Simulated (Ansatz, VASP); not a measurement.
One calculation of GaAs, two programs

INCAR

```
PREC = Accurate ; ENCUT = 520
EDIFF = 1E-6 ; ISMEAR = 0
SIGMA = 0.03 ; LREAL = False
LASPH = True ; NELM = 100
ALGO = Normal ; ISIF = 2
LWAVE = False ; LCHARG = False
GGA = CA ; NBANDS = 16
```

The input KPOINTS:

```
regular mesh
0
Gamma
  10 10 10
```

The input POSCAR:

```
GaAs
1.0
    0.0000000000      2.8265000000      2.8265000000
    2.8265000000      0.0000000000      2.8265000000
    2.8265000000      2.8265000000      0.0000000000
Ga As
1 1
Direct
    0.0000000000      0.0000000000      0.0000000000
    0.2500000000      0.2500000000      0.2500000000
```

Input for Ansatz:

```yaml
crystal:
  lattice:
    - [0.0, 2.8265, 2.8265]
    - [2.8265, 0.0, 2.8265]
    - [2.8265, 2.8265, 0.0]
  atoms:
    - { symbol: Ga, position: [0.0, 0.0, 0.0] }
    - { symbol: As, position: [0.25, 0.25, 0.25] }
scf:
  occupations: { method: gaussian, width: 0.03 }
output:
  eigenstates: { kpoints: [[0, 0, 0], [0.01, 0, 0], [0.5, 0, 0], [0.5, 0.5, 0]] }
hamiltonian:
  xc: lda
kpoints:
  mp_grid: { grid: [10, 10, 10] }
```

Alike in both runs: task single point; functional LDA; k mesh 10 × 10 × 10; occupations gaussian, width 0.03 eV; no spin polarisation.

|  | VASP | Ansatz |
| --- | --- | --- |
| version | VASP 6.6.1 | Ansatz 0.2.0 |
| potentials or method | VASP PAW LDA potentials, release 64 (Ga_d, As) | scalar-relativistic, plane waves, PAW |
| plane-wave cutoff (eV) | 520 | 420 |
| valence electrons in the cell | 18 | 28 |

Ansatz gave:

```
gap on the k mesh at the Fermi level (eV) : 0.29
least direct gap on the mesh (eV)         : 0.29
```

Q: Which values does VASP return?

A: gap on the k mesh at the Fermi level (eV): 0.33; least direct gap on the mesh (eV): 0.33.

The two sets of potentials don't hold the same shells in valence.
